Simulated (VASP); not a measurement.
Wanted: the native input for a VASP 6.6.1 run.

| Item | Value |
| --- | --- |
| Task | band structure |
| Functional | TPSSh |
| Potentials or basis | VASP PAW PBE potentials, release 64 (N, B) |
| Cutoff | 520 eV |
| k mesh | 6 × 6 × 6 |
| Occupations | fermi-dirac, width 0.05 eV |
| Spin | no spin polarisation |
| Grid for exact exchange (PRECFOCK) | Fast |
| Exchange at q = 0 | truncated |
| Further INCAR settings | ALGO = Normal; EDIFF = 1e-06 |

BN:

```
N B
1.0
     1.25112    0.72234    3.37293
    -1.25112    0.72234    3.37293
     0.00000   -1.44467    3.37293
N B
1 1
Direct
  0.66724 0.66724 0.66724
  0.00033 0.00033 0.00033
```

The cell is a database's computed one.

One way to write it, as run:

POSCAR

```
BN
1.0
    1.2511217832      0.7223354983      3.3729344033
   -1.2511217832      0.7223354983      3.3729344033
    0.0000000000     -1.4446709966      3.3729344033
N B
1 1
Direct
    0.6672382000      0.6672382000      0.6672382000
    0.0003288000      0.0003288000      0.0003288000
```

INCAR.step1

```
PREC = Accurate ; ENCUT = 520
EDIFF = 1E-5 ; ISMEAR = -1
SIGMA = 0.05 ; LREAL = False
LASPH = True ; NELM = 60
ALGO = Normal ; ISIF = 2
LWAVE = True ; LCHARG = False
GGA = PE
```

INCAR.step2

```
PREC = Accurate ; ENCUT = 520
EDIFF = 1E-6 ; ISMEAR = -1
SIGMA = 0.05 ; LREAL = False
LASPH = True ; NELM = 60
ALGO = Normal ; ISIF = 2
LWAVE = False ; LCHARG = False
METAGGA = TPSS ; LHFCALC = True
AEXX = 0.1 ; LMIXTAU = True
PRECFOCK = Fast ; ISTART = 1
HFRCUT = -1
```

KPOINTS

```
regular mesh
0
Gamma
  6 6 6
```

KPOINTS_OPT

```
path GLB1,BZGX,QFP1Z,LP
12
line-mode
reciprocal
 0.0000000000  0.0000000000  0.0000000000  G
 0.5000000000  0.0000000000  0.0000000000  L

 0.5000000000  0.0000000000  0.0000000000  L
 0.5000000000  0.1972419765 -0.1972419765  B1

 0.8027580235  0.5000000000  0.1972419765  B
 0.5000000000  0.5000000000  0.5000000000  Z

 0.5000000000  0.5000000000  0.5000000000  Z
 0.0000000000  0.0000000000  0.0000000000  G

 0.0000000000  0.0000000000  0.0000000000  G
 0.3486209883  0.0000000000 -0.3486209883  X

 0.6513790117  0.3486209883  0.0000000000  Q
 0.5000000000  0.5000000000  0.0000000000  F

 0.5000000000  0.5000000000  0.0000000000  F
 0.6513790117  0.6513790117  0.1972419765  P1

 0.6513790117  0.6513790117  0.1972419765  P1
 0.5000000000  0.5000000000  0.5000000000  Z

 0.5000000000  0.0000000000  0.0000000000  L
 0.8027580235  0.3486209883  0.3486209883  P
```

Potentials or basis: VASP PAW PBE potentials, release 64 (N, B).

The run is started by

```sh
$ cat potpaw_PBE.64/N/POTCAR potpaw_PBE.64/B/POTCAR > POTCAR
$ cp INCAR.step1 INCAR
$ mpirun -np 1 vasp_std > vasp.out
$ cp INCAR.step2 INCAR
$ mpirun -np 1 vasp_std > vasp.out
```

It gave:

The pressure is 1.4 GPa and the largest force is 0.009 eV/Å. The band gap on the k mesh is 5.21 eV, indirect (least direct gap 5.70 eV) and the band gap along the path is 5.16 eV, indirect (least direct gap 5.70 eV).

Caveat: the k mesh is coarse (spacing up to 0.49 Å⁻¹), so the values aren't converged, least of all with exact exchange; the PAW data sets were made with another functional, which shifts forces and pressure a little.

Wall time 5.8 min on 1 thread of Intel(R) Xeon(R) 6975P-C (Granite Rapids), with other jobs on the host, peak memory 0.17 GiB.
